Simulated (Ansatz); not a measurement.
Zone-centre phonons of BP at -3 GPa: input and output

These are results of Ansatz, DFT PBE, scalar-relativistic, plane waves, PAW, not measurements.

Launched with:
```bash
ansatz run input.yaml --threads 1 --pin off --max-ram 3072MiB --backend cpu --events-out ev --progress --plain --runs-dir out
```

Input (bare energies are in eV):
```yaml
crystal:
  lattice:
    - [0.0, 2.2888264152, 2.2888264152]
    - [2.2888264152, 0.0, 2.2888264152]
    - [2.2888264152, 2.2888264152, 0.0]
  atoms:
    - { symbol: B, position: [0.0, 0.0, 0.0] }
    - { symbol: P, position: [0.75, 0.75, 0.75] }
basis:
  ecutwfc: 420
kpoints:
  mp_grid: { grid: [10, 10, 10] }
hamiltonian:
  xc: pbe
scf:
  occupations: { method: fixed }
output:
  eigenvalues: true
phonons:
  method: dfpt
  dielectric: true
  rigid_motions: translations
  eigenvectors: true
```

The end of the output:
```
--- Phonons (Γ-DFPT): 2 representative perturbations + reference, on 171 of 1000 k-points (Σ response iterations 6) ---
  k mesh reduced under 4 symmetry operations, with k and −k counted as one. Each operation leaves every solved perturbation unchanged. A smaller set is not considered because the run solves the response ...
  ASR residual: 3.780e-5 → 0.000e0 eV/Å²; symmetrization residual: 1.110e-7 eV/Å²
  ASR residual per site (eV/Å²): 2.38e-5 3.78e-5
  Γ frequencies (cm⁻¹): 0.00 0.00 0.00 784.26 784.26 784.26
  ε∞ (high-frequency dielectric tensor):
        9.169348     0.000000     0.000000
        0.000000     9.169348     0.000000
        0.000000     0.000000     9.169348
  ε⁰ (static dielectric tensor: ions relaxed, cell fixed):
        9.246183     0.000000     0.000000
        0.000000     9.246183     0.000000
        0.000000     0.000000     9.246183
  ε⁰ − ε∞ (ionic part):
        0.076835    -0.000000     0.000000
       -0.000000     0.076835    -0.000000
        0.000000    -0.000000     0.076835
  softest optical mode at Γ: 784.26 cm⁻¹; the repairs (sum rule, projections) moved no ω² at Γ by more than (0.78 cm⁻¹)²
  Born effective charges Z* (e; rows j = field, columns β = displacement):
    site 0:
        -0.42960    0.00000   -0.00000
         0.00000   -0.42960   -0.00000
        -0.00000   -0.00000   -0.42960
    site 1:
         0.42960   -0.00000    0.00000
        -0.00000    0.42960    0.00000
         0.00000    0.00000    0.42960
  Z* charge neutrality: 4.489e-5 e pre-enforcement
  solved inside a basis spanned on kpoints, on 10×10×10 k-points, its susceptibility summed on 14×14×14: ε∞ is read to err by 2.7e-2, Z* by 5.5e-3 e (field_mesh: kpoints solves on kpoints); Z* is corrected for ...
  optical modes at Γ without the LO–TO term, one row a degenerate level:
      ω (cm⁻¹) modes IR ((D/Å)²/amu)
        784.26      3             1.5941
  optical modes at Γ + LO–TO along q̂ = [1.0000, 0.0000, 0.0000]:
      ω (cm⁻¹) modes IR ((D/Å)²/amu)
        784.26      2             1.0627
        787.53      1             0.5314
  optical modes at Γ + LO–TO along q̂ = [0.0000, 1.0000, 0.0000]:
      ω (cm⁻¹) modes IR ((D/Å)²/amu)
        784.26      2             1.0627
        787.53      1             0.5314
  optical modes at Γ + LO–TO along q̂ = [0.0000, 0.0000, 1.0000]:
      ω (cm⁻¹) modes IR ((D/Å)²/amu)
        784.26      2             1.0627
        787.53      1             0.5314
```

It took 59 s on 1 thread of Intel(R) Xeon(R) Processor @ 2.50GHz (Skylake/Cascade Lake), on a shared host, peak memory 0.49 GiB.